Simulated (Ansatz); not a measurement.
# SiO2: the cost of one run

Program: Ansatz 0.2.0. Level of theory: DFT PBE, scalar-relativistic. These are calculated values, not measurements.

### Step 1. Starting point

It takes space group P4_2/mnm (No. 136, tetragonal). The conventional cell has a = 4.180 Å, b = 4.180 Å, c = 2.668 Å, α = 90.00°, β = 90.00°, γ = 90.00°. Around Si (site symmetry mmm) lie 6 O at 1.76 to 1.81 Å. O (site symmetry m2m) is surrounded by 3 Si at 1.76 to 1.81 Å.

Structure file:

```
CELL_PARAMETERS angstrom
4.18010 0.00000 0.00000
0.00000 4.18010 0.00000
0.00000 0.00000 2.66780
ATOMIC_POSITIONS crystal
Si 0.00000 0.00000 0.00000
Si 0.50000 0.50000 0.50000
O 0.30670 0.30670 0.00000
O 0.19330 0.80670 0.50000
O 0.69330 0.69330 0.00000
O 0.80670 0.19330 0.50000
```

Atoms are numbered in the order of the input: Si1, Si2, O3, O4, O5, O6.

### Step 2. After the deformation

Space group P4_2/mnm before, P4_2/mnm after.

### Step 3. All-electron LAPW

input.yaml

```yaml
crystal:
  lattice:
    - [4.054697, 0.0, 0.0]
    - [0.0, 4.054697, 0.0]
    - [0.0, 0.0, 2.6678]
  atoms:
    - { symbol: Si, position: [0.0, 0.0, 0.0] }
    - { symbol: Si, position: [0.5, 0.5, 0.5] }
    - { symbol: O, position: [0.3067, 0.3067, 0.0] }
    - { symbol: O, position: [0.1933, 0.8067, 0.5] }
    - { symbol: O, position: [0.6933, 0.6933, 0.0] }
    - { symbol: O, position: [0.8067, 0.1933, 0.5] }
kpoints:
  mp_grid: { grid: [6, 6, 9] }
  band_path:
    path:
      - [0.0, 0.0, 0.0]
      - [0.0, 0.5, 0.0]
      - [0.5, 0.5, 0.0]
      - [0.0, 0.0, 0.0]
      - [0.0, 0.0, 0.5]
      - [0.0, 0.5, 0.5]
      - [0.5, 0.5, 0.5]
      - [0.0, 0.0, 0.5]
      - [0.0, 0.5, 0.0]
    npoints: 5
scf:
  occupations: { method: fermi_dirac, width: 0.03 }
hamiltonian:
  xc: pbe
  pseudopotentials: { kind: all_electron, lapw: { basis_error: 0.001 } }
output:
  forces: true
  stress: true
  eigenvalues: true
```

The run is started by

```sh
> ansatz run input.yaml --threads 2 --pin off --max-ram 6144MiB --backend cpu --events-out ev --progress --plain --runs-dir out
```

**Question.** How long does this run take on 2 threads of Intel Xeon 6975P-C (Granite Rapids), shared host, and how much memory does it need?

About 21 s, with a peak of 0.61 GiB.
